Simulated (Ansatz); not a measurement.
# CdS, space group P6_3mc: a calculation of the dielectric tensor and Born charges

With Ansatz 0.2.0 through its Python package.

Run as a notebook:

**Cell 1**
```python
import ansatz
import numpy as np
```

**Cell 2**
```python
cell = (
    ansatz.Lattice.from_parameters(4.15, 4.15, 6.737, alpha=90, beta=90, gamma=120)
    .space_group(186)
    .atom('Cd', [1 / 3, 2 / 3, 0.0])
    .atom('S', [1 / 3, 2 / 3, 0.375])
)

[site.symbol for site in cell.resolved().sites]
```
Output:
```text
['Cd', 'Cd', 'S', 'S']
```

**Cell 3**
```python
# an insulator: whole occupations
calculation = (
    cell.calculation()
    .basis(550)
    .pseudopotentials('paw')
    .functional('pbesol', dispersion='d3bjatm')
    .kpoints(6, 6, 4, center='gamma')
    .occupations('fixed')
    .dielectric()
)
done = calculation.run()
response = done.dielectric
eps = np.asarray(response.eps_inf)

print('eps_inf')
print(np.round(eps, 3) + 0.0)
for index, (site, z) in enumerate(zip(done.lattice.sites, response.zstar_e)):
    print('Born charge tensor of', site.symbol, index)
    print(np.round(z, 3) + 0.0)
print(f'charge neutrality missed by {response.zstar_sum_residual_pre_e:.4f} e before the sum rule')
```
Output:
```text
eps_inf
[[6.256 0.    0.   ]
 [0.    6.256 0.   ]
 [0.    0.    6.362]]
Born charge tensor of Cd 0
[[2.125 0.    0.   ]
 [0.    2.125 0.   ]
 [0.    0.    2.217]]
Born charge tensor of Cd 1
[[2.125 0.    0.   ]
 [0.    2.125 0.   ]
 [0.    0.    2.217]]
Born charge tensor of S 2
[[-2.125  0.     0.   ]
 [ 0.    -2.125  0.   ]
 [ 0.     0.    -2.217]]
Born charge tensor of S 3
[[-2.125  0.     0.   ]
 [ 0.    -2.125  0.   ]
 [ 0.     0.    -2.217]]
charge neutrality missed by 0.0079 e before the sum rule
```

Caveats:
- With fixed filling the reported Fermi level is the top filled level among the k-points of the SCF.
- Averages over directions belong to no single polarisation, least of all in layered crystals.
- The starting cell is as deposited in a crystallographic database; the results hold for this polymorph, which needn't be the stable one.
- This is the electronic (clamped-ion) response; a semilocal gap that is too small tends to raise it. The typed mesh is that of the SCF; the response is solved on denser meshes that the run picks.
- Hardware and time: 4.3 min on 1 thread of Arm Neoverse V1 (shared host), peak memory 1.3 GiB.
